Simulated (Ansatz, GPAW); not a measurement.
# Geometry or basis: what sets the conductance of furan-2,5-dithiol between two Pt chains, part 3 of 3

How well does furan-2,5-dithiol between two Pt chains conduct once its atoms have relaxed, and how much do cheaper levels lose?

GPAW 26.7.0 and Ansatz 0.2.0; Ansatz plane waves; relaxation of the junction with the lead ends held; PAW set soft_1 (the session's first sound run).

So far, transmission at the Fermi level (one spin): step 3 (plane-wave reference (PBE)) 0.261; step 5 (single-zeta polarised basis, PBE, GPAW) 0.202; step 6 (minimal basis, PBE, GPAW) 0.223; step 7 (revPBE in the dzp basis: xc = "revPBE") 0.231; step 8 (the structure as built: geometry = "as built", PBE, GPAW) 0.651.

## 10. Comparison (continued)

Table of transmission, zone mean, sum over the listed spins by energy, zero at the Fermi level:

| energy (eV) | pw-pbe | dzp | szp | sz | dzp-revPBE | asbuilt |
| --- | --- | --- | --- | --- | --- | --- |
| -2.000 | 0.861 | 0.886 | 0.939 | 0.943 | 0.881 | 0.360 |
| -1.900 | 0.855 | 0.885 | 0.936 | 0.948 | 0.880 | 0.320 |
| -1.800 | 0.878 | 0.903 | 0.953 | 0.976 | 0.896 | 0.295 |
| -1.700 | 0.975 | 0.963 | 1.01 | 1.02 | 0.957 | 0.280 |
| -1.625 | 0.994 | 0.978 | 1.08 | 1.05 | 0.988 | 0.276 |
| -1.600 | 0.971 | 0.966 | 1.09 | 1.04 | 0.981 | 0.276 |
| -1.575 | 0.996 | 0.949 | 1.09 | 1.04 | 0.969 | 0.276 |
| -1.500 | 1.03 | 0.997 | 1.06 | 1.02 | 1.00 | 0.280 |
| -1.475 | 1.03 | 1.01 | 1.05 | 1.03 | 1.01 | 0.284 |
| -1.400 | 0.959 | 1.03 | 1.02 | 0.997 | 1.04 | 0.292 |
| -1.375 | 0.969 | 1.04 | 0.988 | 0.974 | 1.04 | 0.289 |
| -1.300 | 0.681 | 0.984 | 0.854 | 0.865 | 0.981 | 0.208 |
| -1.200 | 0.307 | 0.558 | 0.441 | 0.532 | 0.537 | 0.759 |
| -1.100 | 0.250 | 0.294 | 0.256 | 0.239 | 0.281 | 0.442 |
| -1.000 | 0.424 | 0.224 | 0.176 | 0.184 | 0.226 | 0.441 |
| -0.900 | 0.718 | 0.384 | 0.297 | 0.190 | 0.399 | 0.562 |
| -0.800 | 0.904 | 0.603 | 0.531 | 0.251 | 0.629 | 0.630 |
| -0.700 | 0.947 | 0.864 | 0.878 | 0.380 | 0.892 | 0.641 |
| -0.650 | 0.992 | 0.947 | 0.967 | 0.485 | 0.960 | 0.605 |
| -0.600 | 0.937 | 0.995 | 1.02 | 0.648 | 1.000 | 0.596 |
| -0.500 | 0.666 | 0.863 | 0.772 | 1.03 | 0.832 | 0.767 |
| -0.400 | 0.721 | 0.594 | 0.587 | 0.727 | 0.594 | 0.904 |
| -0.300 | 1.01 | 0.754 | 0.792 | 0.814 | 0.765 | 0.263 |
| -0.250 | 1.00 | 1.02 | 1.03 | 1.04 | 1.02 | 0.175 |
| -0.200 | 0.977 | 1.01 | 1.00 | 1.02 | 1.01 | 0.266 |
| -0.100 | 0.595 | 0.662 | 0.538 | 0.571 | 0.642 | 0.466 |
| 0.000 | 0.261 | 0.233 | 0.202 | 0.223 | 0.231 | 0.651 |
| 0.100 | 0.140 | 0.115 | 0.117 | 0.150 | 0.116 | 0.729 |
| 0.200 | 0.0978 | 0.0819 | 0.104 | 0.189 | 0.0836 | 0.679 |
| 0.300 | 0.0877 | 0.0801 | 0.154 | 0.722 | 0.0822 | 0.533 |
| 0.400 | 0.113 | 0.122 | 0.715 | 0.144 | 0.127 | 0.349 |
| 0.500 | 0.304 | 0.506 | 0.115 | 0.0179 | 0.542 | 0.195 |
| 0.575 | 0.951 | 0.381 | 0.0189 | 0.00761 | 0.347 | 0.117 |
| 0.600 | 0.494 | 0.156 | 0.0115 | 0.00648 | 0.144 | 0.0965 |
| 0.700 | 0.0298 | 0.00923 | 0.00134 | 0.00305 | 0.00869 | 0.0281 |
| 0.800 | 0.00207 | 0.00113 | 6.0e-4 | 0.00165 | 0.00120 | 0.00866 |
| 0.900 | 7.6e-4 | 6.8e-4 | 4.0e-4 | 0.00115 | 7.3e-4 | 0.00740 |
| 1.000 | 4.9e-4 | 4.9e-4 | 2.9e-4 | 8.9e-4 | 5.2e-4 | 0.00625 |
| 1.100 | 3.6e-4 | 3.8e-4 | 2.4e-4 | 7.4e-4 | 4.1e-4 | 0.00524 |
| 1.200 | 2.9e-4 | 3.2e-4 | 2.0e-4 | 6.4e-4 | 3.4e-4 | 0.00437 |
| 1.300 | 2.4e-4 | 2.8e-4 | 1.7e-4 | 5.8e-4 | 2.9e-4 | 0.00363 |
| 1.400 | 2.0e-4 | 2.4e-4 | 1.5e-4 | 5.4e-4 | 2.6e-4 | 0.00300 |
| 1.500 | 1.7e-4 | 2.2e-4 | 1.4e-4 | 5.1e-4 | 2.3e-4 | 0.00247 |
| 1.600 | 1.5e-4 | 2.0e-4 | 1.3e-4 | 5.0e-4 | 2.1e-4 | 0.00201 |
| 1.700 | 1.3e-4 | 1.8e-4 | 1.2e-4 | 5.0e-4 | 1.9e-4 | 0.00163 |
| 1.800 | 1.1e-4 | 1.6e-4 | 1.0e-4 | 5.0e-4 | 1.7e-4 | 0.00130 |
| 1.900 | 8.8e-5 | 1.4e-4 | 9.0e-5 | 5.1e-4 | 1.5e-4 | 0.00101 |
| 2.000 | 6.1e-5 | 1.1e-4 | 7.3e-5 | 5.2e-4 | 1.2e-4 | 7.7e-4 |

## 11. Other settings

One more run, with changed settings.

This step: GPAW LCAO, PAW setups; Landauer transmission from Green's functions with principal layers (ASE), zero bias (GPAW 26.7.0).

Contents of run.py:

```python
import json
import numpy as np
from ase import Atoms
from ase.transport.calculators import TransportCalculator
from gpaw import GPAW, FermiDirac
from gpaw.lcao.tools import get_lcao_hamiltonian
from scipy.linalg import eigh

# The junction with lead layers at both ends, along the third cell vector
device = Atoms(
    ['Pt', 'Pt', 'Pt', 'Pt', 'Pt', 'Pt', 'Pt', 'Pt', 'S', 'C', 'O', 'H', 'C', 'C', 'C', 'S', 'H', 'Pt', 'Pt', 'Pt', 'Pt', 'Pt', 'Pt', 'Pt', 'Pt'],
    positions=[
        [7.04403, 4.50000, 1.20000],
        [7.04403, 4.50000, 3.60000],
        [7.04403, 4.50000, 6.00000],
        [7.04403, 4.50000, 8.40000],
        [7.04403, 4.50000, 10.80000],
        [7.04403, 4.50000, 13.20000],
        [5.95061, 4.50069, 15.32806],
        [6.64674, 4.48626, 17.66708],
        [5.36865, 4.49521, 19.42658],
        [5.68264, 4.49357, 21.10709],
        [6.85998, 4.47826, 21.81960],
        [3.54898, 4.52240, 21.72400],
        [4.59258, 4.50918, 22.02100],
        [6.52084, 4.48491, 23.18108],
        [5.11407, 4.50402, 23.29594],
        [7.76690, 4.47020, 24.33971],
        [4.58016, 4.51161, 24.24076],
        [7.14206, 4.49820, 26.45468],
        [8.06977, 4.40064, 28.70554],
        [7.04403, 4.50000, 30.87067],
        [7.04403, 4.50000, 33.27067],
        [7.04403, 4.50000, 35.67067],
        [7.04403, 4.50000, 38.07067],
        [7.04403, 4.50000, 40.47067],
        [7.04403, 4.50000, 42.87067]],
    cell=[[14.08806, 0.0, 0.0], [0.0, 9.0, 0.0], [0.0, 0.0, 44.07067]],
    pbc=True)

# One principal layer of the lead: the first 5 atoms of the device
lead = Atoms(
    ['Pt', 'Pt', 'Pt', 'Pt', 'Pt'],
    positions=[
        [7.04403, 4.50000, 1.20000],
        [7.04403, 4.50000, 3.60000],
        [7.04403, 4.50000, 6.00000],
        [7.04403, 4.50000, 8.40000],
        [7.04403, 4.50000, 10.80000]],
    cell=[[14.08806, 0.0, 0.0], [0.0, 9.0, 0.0], [0.0, 0.0, 12.0]],
    pbc=True)

settings = dict(mode='lcao', basis='dzp', xc='PBE', h=0.18,
                occupations=FermiDirac(0.1), maxiter=50,
                mixer=dict(beta=0.1, nmaxold=8, weight=100.0),
                convergence=dict(density=0.0001))
energies = np.arange(-2, 2 + 1e-9, 0.025)
eta = 0.5
n1, n2 = 1, 1
# k and -k transmit alike, so half of the mesh across the current serves
mesh = [(i, j) for i in range(n1) for j in range(n2) if (i, j) <= (-i % n1, -j % n2)]
weights = np.array([1 if (i, j) == (-i % n1, -j % n2) else 2 for i, j in mesh]) / (n1 * n2)

# [... helper functions left out ...]
fermi_lead = ground_state(lead, (1, 1, 10), 'lead.txt')
fermi_device = ground_state(device, (1, 1, 2), 'device.txt')
# [... loop over the mesh left out, but for ...]
        # Shift the lead onto the potential of the device's first layer
        shift = ((H[:, 0, 0] - H0[:, 0, 0]) / S0[0, 0]).real.mean()
# [...]
kT = 8.617333e-5 * 300
bias = [0.1, 0.2, 0.5, 1.0, 1.5, 2.0]
# [... integrals and printing left out ...]
```

The run is started by

```
> OMP_NUM_THREADS=1 OPENBLAS_NUM_THREADS=1 python run.py
```

Wall time 6.3 min (1 thread of Arm Neoverse V2, shared host); peak memory 3.2 GiB.

The run finished. A setting was moved off its sound value on purpose, so it serves as a test and not as the result.

The fault put into the input: a broadening of tenths of an eV (eta = 0.5).

Side by side:

| quantity | this run | sound run | difference |
| --- | --- | --- | --- |
| conductance (G₀) | 1.697e-5 | 0.26551 | -0.265 |
| thermopower (μV/K) | 12.146 | 69.253 | -57.1 |
| transmission at the Fermi level (one spin) | 1.703e-5 | 0.23280 | -0.233 |

The two runs differ clearly in the conductance: 1.7e-5 G₀ against 0.266 G₀.

## 12. Outcome

| Item | Value |
| --- | --- |
| conductance | 0.266 G₀ |
| transmission at the Fermi level, mean of the spins | 0.233 |
| thermopower | 69.3 μV/K |

In the dzp basis the junction conducts 0.266 G₀ at 300 K, with T = 0.233 a spin at the Fermi level; the sz basis reaches that conductance within 10 %. Relaxation moved atoms by up to 1.1 Å and took the conductance from 0.638 to 0.266 G₀, as a ratio a larger change than the step from dzp to the minimal basis. The conductance differs from T at the Fermi level because it averages T(E) over the thermal window, about 0.09 eV wide, in which T changes. Plane waves (PBE) give T = 0.261 there. At the Fermi level two eigenchannels carry the current (0.23 and 0.0062). The positive thermopower says that the thermally weighted transmission is larger below the Fermi level, as for hole-like transport. Measured against the first run (pw-pbe), the nearest curve is that of dzp-revPBE (r.m.s. 0.14) and the farthest that of asbuilt (0.39). Over the compared runs wall time goes from 214 s (sz) to 10551 s (pw-pbe), on a shared host; the plane-wave run used 4 threads and the orbital runs 1. The leads kept an estimated spacing and the cell its length, so the junction may be under some tension or compression. The run had no spin polarisation, so a magnetic state, which chains and small molecules with open shells often have, wasn't tested. Spin-orbit coupling is left out, which matters for the heavy atoms here. Semilocal functionals put molecular levels too near the Fermi level, so such conductances usually come out too high, and chain electrodes have a sharper density of states than real ones. An evenly spaced straight chain is an idealisation: free chains tend to dimerise, zigzag or, where a band edge lies near the Fermi level, turn magnetic. The currents use the zero-bias T(E) throughout, which holds only while the bias is small against the distance to the nearest feature.

[Logs are printed without paths, hosts, clocks, repeated set-up lines and the standing remarks that a program may print on its own settings, such as how far it seeks lower states.]

[Hosts, paths, dates, database ids (printed as entryN), source tags and the programs' standing remarks are cut or masked in the printed files.]
